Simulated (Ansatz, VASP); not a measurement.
One calculation of Nb, two programs

```
Nb
1.0
     0.00000    2.19158    2.19158
     2.19158    0.00000    2.19158
     2.19158    2.19158    0.00000
Nb
1
Cartesian
  0.0000 0.0000 0.0000
```

Alike in both runs: task single point; functional PBE; k mesh 14 × 14 × 14; occupations fermi-dirac, width 0.1 eV; no spin polarisation.

|  | VASP | Ansatz |
| --- | --- | --- |
| version | VASP 6.6.1 | Ansatz 0.2.0 |
| potentials or method | VASP PAW PBE potentials, release 64 (Nb_sv) | plane waves (420 eV) with PAW, scalar-relativistic |
| plane-wave cutoff (eV) | 520 | 420 |
| valence electrons in the cell | 13 | 13 |

VASP gave:

```
pressure (GPa) : -15.3
```

Question: What did Ansatz give for the same quantities?

Answer: Pressure (GPa): -15.1.

Caveats: so large a pressure means that the cell lies far from this level's equilibrium, or that cutoff or potentials fall short (VASP).
